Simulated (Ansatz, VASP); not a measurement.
**InSb in two plane-wave programs**

One calculation is typed for both programs; each brings its own data sets and cutoff. How far apart do they land?

Calculated with Ansatz 0.2.0; plane waves, with VASP 6.6.1 beside it; single point at PBEsol.

### 1. The starting structure

The structure is cubic, space group F-43m (No. 216). Conventional cell: a = 6.478 Å, b = 6.478 Å, c = 6.478 Å, α = 90.00°, β = 90.00°, γ = 90.00°. Nearest to Sb lie 4 In at 2.81 Å. Nearest to In lie 4 Sb at 2.81 Å. Farther neighbours are not listed.

### 2. Ansatz: single point, PBEsol

Ansatz runs on its default PAW (the set named soft_2) files.

A single point gives forces, pressure and levels at one fixed geometry, so differences don't come from the geometry; what else differs is listed under the comparison.

input.yaml reads:

```yaml
crystal:
  lattice:
    - [0.0, 3.2391, 3.2391]
    - [3.2391, 0.0, 3.2391]
    - [3.2391, 3.2391, 0.0]
  atoms:
    - { symbol: Sb, position: [0.75, 0.75, 0.75] }
    - { symbol: In, position: [0.0, 0.0, 0.0] }
hamiltonian:
  xc: pbesol
  pseudopotentials: { kind: paw }
kpoints:
  mp_grid: { grid: [8, 8, 8] }
scf:
  occupations: { method: gaussian, width: 0.05 }
  n_extra_bands: 4
output:
  forces: true
  stress: true
  eigenvalues: true
```

Command:

```sh
$ ansatz run input.yaml --threads 2 --pin off --max-ram 4608MiB --backend cpu --events-out ev --progress --plain --runs-dir out
```

Numbers of over 12 decimals in the logs are rounded to 6 here.

The log of the run:

```text
scf.n_extra_bands = 4 over 14 filled bands (N_el = 28.0): the run solves 18 bands
Engine: ansatz 0.2.0, aarch64-unknown-linux-gnu
Pseudopotentials: kind: paw
Pseudopotential: Sb, paw, valence charge 15, recommended cutoff 420 eV (normal), Sb.paw.azcp
Pseudopotential: In, paw, valence charge 13, recommended cutoff 420 eV (normal), In.paw.azcp
Functional definition: PBEsol
  exchange = pbesol_x
  correlation = pbesol_c
Crystal: 2 atoms, lattice volume = 67.968 Å³
Basis set: ecut = 420 eV, 1363 PW (Γ), exchange–correlation on 64×64×64 points (8 copies of the dense FFT grid, shifted against one another)
Bands: 18, of which v1, the nominal top of the filled ones, is band 14 counted from 1 (13 counted from 0)
Symmetry: 24 space group operations
Space group: F-43m (ITA 216), of the structure as read, at distance tolerance 4.1e-5 Å
k-points: 29 of 512 (time reversal used)
Non-local potential: Sb, projectors of the file, l = 0: 2, l = 1: 2, l = 2: 2, l = 3: 2
Non-local potential: In, projectors of the file, l = 0: 2, l = 1: 2, l = 2: 2, l = 3: 2
PAW form: soft (Blöchl's): semilocal exchange-correlation on the pseudo side does not see the compensation charge
PAW frozen core: Sb, regenerated for the run's functional, and the local potential with it (the file was generated under x = pbe(κ = 0.804, μ = 0.219515), c = pbe(β = 0.066725))
PAW frozen core: In, regenerated for the run's functional, and the local potential with it (the file was generated under x = pbe(κ = 0.804, μ = 0.219515), c = pbe(β = 0.066725))
PAW one-centre angular grid: Sb, 590 points (default); XC on 64 Gauss nodes
PAW one-centre angular grid: In, 590 points (default); XC on 64 Gauss nodes
Initial density: superposition of atomic densities (neutral atoms: chi_scale 0, normalization atom), corrected by the library's trained network
Initial wavefunctions: pseudopotential atomic-orbital guess
Functional: x = pbesol(κ = 0.804, μ = 0.123457), c = pbesol(β = 0.046)
SCF iter   1: F=—  HF=-11933.647186 eV  |F-HF|=—  |Δ(HF+E_count)|=         —  Δρ=3.38e-3  dr2=1.22e-2  ethr=1.77e-3  ⟨swp⟩=6.2  Hψ=2764  notcnv=0
preconditioner: auto → none  [insulator: Δε(μ)=0.448 eV  Ē_g=13.946 eV  σ=0.050 eV  W_gap=0.67  n_scr=14 (ndim 8)  ℏωp=19.1 eV  f_vac=0.112  D(μ)=0.12/eV (n_scr^D=0)  ε∞_Penn≈2.9]
SCF iter   2: F=—  HF=-11933.641312 eV  |F-HF|=—  |Δ(HF+E_count)|=   5.87e-3  Δρ=1.30e-3  dr2=8.62e-4  ethr=4.37e-5  ⟨swp⟩=2.3  Hψ=1052  notcnv=0
SCF iter   3: F=—  HF=-11933.641499 eV  |F-HF|=—  |Δ(HF+E_count)|=   1.87e-4  Δρ=4.32e-4  dr2=1.22e-4  ethr=3.08e-6  ⟨swp⟩=2.0  Hψ=784  notcnv=0
SCF iter   4: F=—  HF=-11933.641528 eV  |F-HF|=—  |Δ(HF+E_count)|=   2.89e-5  Δρ=1.77e-4  dr2=1.57e-5  ethr=4.35e-7  ⟨swp⟩=2.0  Hψ=784  notcnv=0
SCF iter   5: F=—  HF=-11933.641547 eV  |F-HF|=—  |Δ(HF+E_count)|=   1.91e-5  Δρ=3.77e-5  dr2=6.64e-7  ethr=5.59e-8  ⟨swp⟩=3.0  Hψ=789  notcnv=0
SCF iter   6: F=-11933.641547 eV  HF=-11933.641547 eV  |F-HF|=1.01e-8  |Δ(HF+E_count)|=   8.73e-8  Δρ=1.03e-5  dr2=5.43e-8  ethr=3.57e-10  ⟨swp⟩=6.9  Hψ=2594  notcnv=0
SCF 1 converged in 6 iterations: F = -11933.641547 eV  dr2 = 5.43e-8
  greatest PAW one-centre occupation: 0.996 electrons in one spin orbital (limit 2), on the Sb atom at site 0 (counted from 0), in its partial waves of l = 2
SCF converged after 6 iterations
Free energy (F): -11933.641547 eV
Harris-Foulkes:  -11933.641547 eV  (|F-HF|=1.01e-8)
Internal energy: -11933.641396 eV  (E = F + TS)
E sigma→0 (E₀):  -11933.641472 eV
Entropy (-TS):   -0.000151 eV (-0.075 meV/atom)
Fermi energy:    7.258722 eV
--- Per-component energies (eV) ---
  E_band       = -263.613054
  E_kinetic    = 451.527071
  E_local      = -3203.018842  (includes V_loc(G=0)·N_el)
  E_nonlocal   = 733.079725
  E_hartree    = 1375.155571
  E_xc         = -350.839071
  E_vxc        = -196.407156  (∫ρ·V_xc dr)
  E_paw        = -8584.861051  (= ΣΔE_a)
  E_vpaw       = -799.118260  (= ΣTr[D̂ρ^β])
  E_aug_tail   = 0.000023  (compensation charges beyond the density's cutoff)
  E_ewald      = -2355.252583
  E_core_change = 0.567760  (= ΣΔE_core)
  E_smearing   = -0.000151  (= −TS)
  E_closure    = -0.000000  (closes the sum)
  Σ components = -11933.641547   (vs F -11933.641547, Δ=0.00e0)
--- Forces (eV/Å), atoms counted from 1 ---
  atom   1  Sb     0.00000000    -0.00000000     0.00000000
  atom   2  In    -0.00000000     0.00000000     0.00000000
  max |Σ_I F_I| component: 3.70e-17 eV/Å
--- Stress (GPa, compression-positive) ---
        0.857104       0.000000      -0.000000
       -0.000000       0.857104       0.000000
       -0.000000       0.000000       0.857104
  P = ⅓ Tr σ = 0.8571 GPa (8.571 kbar)
--- Band table (eV; the first three rows and the last of 29) ---
  k-point 0: bands = [... 10 lower, -3.5110, 6.9752, 7.2435, 7.2435, 7.2435, 10.1875, 10.1875, 10.1875]
  k-point 1: bands = [... 10 lower, -3.3687, 5.3544, 7.0340, 7.0340, 8.1316, 10.4767, 10.4767, 10.5411]
  k-point 2: bands = [... 10 lower, -2.9696, 3.5984, 6.6438, 6.6438, 8.0544, 10.9255, 10.9255, 11.9159]
  k-point 28: bands = [... 10 lower, -1.4939, 1.4209, 4.3594, 4.4890, 10.7279, 11.1705, 11.4309, 12.1259]
```

Wall time 2 s (2 threads of Arm Neoverse V1, shared host); peak memory 0.36 GiB; 3.8 s of CPU time.

In the SCF lines HF is the Harris–Foulkes energy and dr2 the Hartree energy of the density residual, in eV; the loop may stop once dr2 is under the threshold and the program's other checks hold. Hψ counts applications of the Hamiltonian.

The run ends at a pressure of 0.86 GPa.

### 3. VASP: single point, PBEsol

The same cell, functional, mesh and smearing now go to VASP, with its own data sets and cutoff.

Lines of VASP's logs that name or quote its potential files are left out, and so is its time.

INCAR reads:

```
SYSTEM = InSb
PREC = Accurate
ENCUT = 400
EDIFF = 1E-05
NELM = 100
ISMEAR = 0
SIGMA = 0.05
LREAL = .FALSE.
ALGO = Normal
GGA = PS
NBANDS = 15
LORBIT = 11
LWAVE = .FALSE.
LCHARG = .FALSE.
KPAR = 4
```

POSCAR reads:

```
InSb
1.0
    0.0000000000      3.2391000000      3.2391000000
    3.2391000000      0.0000000000      3.2391000000
    3.2391000000      3.2391000000      0.0000000000
Sb In
1 1
Direct
    0.7500000000      0.7500000000      0.7500000000
    0.0000000000      0.0000000000      0.0000000000
```

KPOINTS reads:

```
Automatic mesh
0
Gamma
8 8 8
0 0 0
```

Potentials, in the order of the species: Sb and In_d (PBE family, release 64).

Command:

```sh
$ mpirun -np 4 vasp_std
```

The log of the run:

```text
[banner, memory and clock lines left out]
running    4 mpi-ranks, on    1 nodes
 distrk:  each k-point on    1 cores,    4 groups
 distr:  one band on    1 cores,    1 groups

 POSCAR found type information on POSCAR SbIn
 POSCAR found :  2 types and       2 ions
|                                                                             |
|               ----> ADVICE to this user running VASP <----                  |
|                                                                             |
|     You enforced a specific xc type in the INCAR file but a different       |
|     [... a line on the potential file left out ...]
|     I HOPE YOU KNOW WHAT YOU ARE DOING!                                     |
|                                                                             |

 LDA part: xc-table for (Slater+PW92), standard interpolation
 POSCAR, INCAR and KPOINTS ok, starting setup
 FFT: planning ... GRIDC
 FFT: planning ... GRID_SOFT
 FFT: planning ... GRID
 WAVECAR not read
 entering main loop
       N       E                     dE             d eps       ncg     rms          rms(c)
DAV:   1     0.103607181245E+03    0.10361E+03   -0.68084E+03   870   0.966E+02
DAV:   2    -0.140400759801E+01   -0.10501E+03   -0.10241E+03   961   0.262E+02
DAV:   3    -0.765968058543E+01   -0.62557E+01   -0.62342E+01  1101   0.708E+01
DAV:   4    -0.782936698714E+01   -0.16969E+00   -0.16965E+00  1083   0.138E+01
DAV:   5    -0.783802652495E+01   -0.86595E-02   -0.86594E-02  1293   0.234E+00    0.406E+00
DAV:   6    -0.771499069274E+01    0.12304E+00   -0.18330E-01  1284   0.735E+00    0.231E+00
DAV:   7    -0.769137903611E+01    0.23612E-01   -0.69962E-02  1194   0.289E+00    0.611E-01
DAV:   8    -0.769058114423E+01    0.79789E-03   -0.78745E-03  1170   0.109E+00    0.258E-01
DAV:   9    -0.769097983801E+01   -0.39869E-03   -0.81232E-04  1031   0.267E-01    0.792E-02
DAV:  10    -0.769096255975E+01    0.17278E-04   -0.43761E-05  1147   0.483E-02    0.366E-02
DAV:  11    -0.769098232845E+01   -0.19769E-04   -0.35387E-05   989   0.527E-02    0.228E-02
DAV:  12    -0.769098296637E+01   -0.63793E-06   -0.11537E-06   659   0.105E-02
   1 F= -.76909830E+01 E0= -.76909076E+01  d E =-.150647E-03
```

Parts of OUTCAR (step 3):

```text
ion  position               nearest neighbor table
   1  0.750  0.750  0.750-   2 2.81   2 2.81   2 2.81   2 2.81
   2  0.000  0.000  0.000-   1 2.81   1 2.81   1 2.81   1 2.81

  LATTYP: Found a face centered cubic cell.
 ALAT       =     6.4782000000

 Subroutine GETGRP returns: Found 24 space group operations
 (whereof 24 operations were pure point group operations)

The static configuration has the point symmetry T_d .

 Found     29 irreducible k-points:

   k-points           NKPTS =     29   k-points in BZ     NKDIM =     29   number of bands    NBANDS=     15

   dimension x,y,z NGX =    30 NGY =   30 NGZ =   30
   dimension x,y,z NGXF=    60 NGYF=   60 NGZF=   60

   ENCUT  =  400.0 eV  29.40 Ry    5.42 a.u.   7.47  7.47  7.47*2*pi/ulx,y,z

   NELECT =      18.0000    total number of electrons

 k-points in reciprocal lattice and weights: Automatic mesh
   0.00000000  0.00000000  0.00000000       0.002
   0.12500000  0.00000000  0.00000000       0.016
   0.25000000  0.00000000  0.00000000       0.016
   0.37500000  0.00000000  0.00000000       0.016
   0.50000000  0.00000000  0.00000000       0.008
   0.12500000  0.12500000  0.00000000       0.012
   0.25000000  0.12500000  0.00000000       0.047
   0.37500000  0.12500000  0.00000000       0.047
   0.50000000  0.12500000  0.00000000       0.047
[...]
-0.37500000  0.50000000  0.12500000       0.023
  -0.25000000  0.50000000  0.25000000       0.012

 average (electrostatic) potential at core
       1 -87.0786       2 -96.1021

 E-fermi :   4.9835

 k-point     1 :       0.0000    0.0000    0.0000
  band No.  band energies     occupation
    ...
      6      -5.7843      2.00000
      7       4.7083      2.00000
      8       4.9683      1.33333
      9       4.9683      1.33333
     10       4.9683      1.33333
     11       7.8967      0.00000
     12       7.8967      0.00000
     13       7.8967      0.00000
     14      10.5316      0.00000
     15      13.2531      0.00000

 k-point     2 :       0.1250    0.0000    0.0000
  band No.  band energies     occupation
    ...
      5      -9.4896      2.00000
      6      -5.6419      2.00000
      7       3.0789      2.00000
      8       4.7575      2.00000
      9       4.7575      2.00000
     10       5.8576      0.00000
     11       8.1863      0.00000
     12       8.1863      0.00000
     13       8.2558      0.00000
     14      11.3216      0.00000
    ...

 k-point     3 :       0.2500    0.0000    0.0000
  band No.  band energies     occupation
    ...
      5      -9.4895      2.00000
      6      -5.2421      2.00000
      7       1.3171      2.00000
      8       4.3654      2.00000
      9       4.3654      2.00000
     10       5.7756      0.00000
     11       8.6344      0.00000
     12       8.6344      0.00000
     13       9.6359      0.00000
     14      11.7083      0.00000
    ...

  Total        0.3688551      0.3688551      0.3688551      0.0000000      0.0000000     -0.0000000
  in kB        8.6948751      8.6948751      8.6948751      0.0000000      0.0000000     -0.0000000
  external PRESSURE =       8.6948751 kB  Pullay stress =       0.0000000 kB

  energy-cutoff  :      400.00
  volume of cell :       67.97
      direct lattice vectors                 reciprocal lattice vectors
     0.000000000  3.239100000  3.239100000    -0.154363867  0.154363867  0.154363867
     3.239100000  0.000000000  3.239100000     0.154363867 -0.154363867  0.154363867
     3.239100000  3.239100000  0.000000000     0.154363867  0.154363867 -0.154363867

 POSITION                                       TOTAL-FORCE (eV/Angst)
 -----------------------------------------------------------------------------------
      4.85865      4.85865      4.85865        -0.000000      0.000000     -0.000000
      0.00000      0.00000      0.00000         0.000000      0.000000      0.000000
 -----------------------------------------------------------------------------------
    total drift:                               -0.000000     -0.000000     -0.000000

  FREE ENERGIE OF THE ION-ELECTRON SYSTEM (eV)
  ---------------------------------------------------
  free  energy   TOTEN  =        -7.6909829664 eV

  energy  without entropy=       -7.6908323196  energy(sigma->0) =       -7.69090764

 total charge
# of ion       s       p       d       tot
------------------------------------------
    1        1.138   1.332   0.020   2.490
    2        0.871   0.719   9.865  11.456
--------------------------------------------------
tot          2.009   2.051   9.885  13.945

[... 3 further parts left out ...]
```

The run ends at a pressure of 0.87 GPa.

### 4. Comparison

Known differences besides the potentials themselves: the data sets hold 28 valence electrons in Ansatz (default PAW (the set named soft_2) files) and 18 in VASP; the cutoff is 420 eV in Ansatz and 400 eV in VASP; Ansatz makes its cores anew for this functional, VASP keeps those of its PBE data sets; VASP leaves aspherical gradient terms in its spheres out (LASPH is not set), Ansatz keeps them. Total energies have different zeros and are not compared.

Compared:

```
      quantity  Ansatz  VASP  difference
pressure (GPa)    0.86  0.87       -0.01
```

Ansatz's pressure holds a Pulay correction of 0.03 GPa; VASP's holds none.

### 5. Summary of results

* difference in pressure (single point, PBEsol): -0.012 GPa

In words: The difference in pressure is -0.012 GPa (single point, PBEsol), within the 1 GPa picked in this series as the mark of a large difference. How closely two codes agree says nothing of how well the functional describes the real material.

[Lines on the potential files, build, host, timing and source positions are cut from VASP's logs without a mark.]

[Logs are printed without paths, hosts, clocks, repeated set-up lines and the standing remarks that a program may print on its own settings, such as how far it seeks lower states.]

[Hosts, paths, dates, database ids (printed as entryN), source tags and the programs' standing remarks are cut or masked in the printed files.]
